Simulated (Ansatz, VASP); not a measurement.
BN: VASP beside Ansatz

The input INCAR:

```
SYSTEM = BN
PREC     = Accurate       ! precision mode
ENCUT    = 520            ! plane-wave cutoff, eV
EDIFF    = 1E-6           ! SCF threshold, eV
ISMEAR   = 0              ! smearing method
SIGMA    = 0.05           ! smearing width, eV
LREAL    = .False.        ! projectors in reciprocal space
LASPH    = .True.         ! aspherical terms in the spheres
NELM     = 80             ! most SCF steps
ALGO     = Normal         ! electronic algorithm
ISIF     = 2              ! what is computed and relaxed
LWAVE    = .False.        ! write WAVECAR
LCHARG   = .False.        ! write CHGCAR
GGA      = PE             ! functional
NBANDS   = 16             ! bands
```

File KPOINTS:

```
regular mesh
0
Gamma
  6 6 6
  0 0 0
```

File POSCAR:

```
BN
1.0
    0.0000000000     -1.8123937734     -1.8123937734
   -1.8123937734      0.0000000000     -1.8123937734
    1.8123937734      1.8123937734     -3.6247875468
B N
2 2
Direct
    0.0025127632      0.0191228933      0.0000000000
    0.4974872368      0.4808771067      0.5000000000
    0.3775714748      0.3945697059      0.8750000000
    0.8724285252      0.8554302941      0.3750000000
```

Input for Ansatz:

```yaml
crystal:
  lattice:
    - [0.0, -1.8123937734, -1.8123937734]
    - [-1.8123937734, 0.0, -1.8123937734]
    - [1.8123937734, 1.8123937734, -3.6247875468]
  atoms:
    - { symbol: B, position: [0.0025127632, 0.0191228933, 0.0] }
    - { symbol: B, position: [0.4974872368, 0.4808771067, 0.5] }
    - { symbol: "N", position: [0.3775714748, 0.3945697059, 0.875] }
    - { symbol: "N", position: [0.8724285252, 0.8554302941, 0.375] }
basis:
  ecutwfc: 520.0
kpoints:
  mp_grid: { grid: [6, 6, 6] }
hamiltonian:
  xc: pbe
scf:
  occupations: { method: gaussian, width: 0.05 }
output:
  forces: true
  stress: true
  eigenvalues: true
```

Change from the starting cell: mode 4 frozen in at -0.051 Å and mode 5 at -0.017 Å (largest displacements).

Alike in both runs: task single point; functional PBE; k mesh 6 × 6 × 6; occupations gaussian, width 0.05 eV; no spin polarisation.

```csv
,VASP,Ansatz
version,VASP 6.6.1,Ansatz 0.2.0
potentials or method,"VASP PAW PBE potentials, release 64 (B, N)","scalar-relativistic, plane waves, PAW"
plane-wave cutoff (eV),520,520
valence electrons in the cell,16,16
```

```tsv
	VASP	Ansatz	Ansatz less VASP
gap on the k mesh at the Fermi level (eV)	4.40	4.41	+0.010
least direct gap on the mesh (eV)	6.33	6.34	+0.012
pressure (GPa)	0.1	-0.1	-0.21
largest component of the traceless stress (GPa)	0.65	0.65	+0.001
rms of the force components (eV/Å)	0.330	0.330	+0.0003
```

Atom by atom the forces differ by 0.000 eV/Å (rms over components).

Caveats: the k mesh is coarse (spacing up to 0.48 Å⁻¹), so the values aren't converged. A k mesh can miss the band edges.
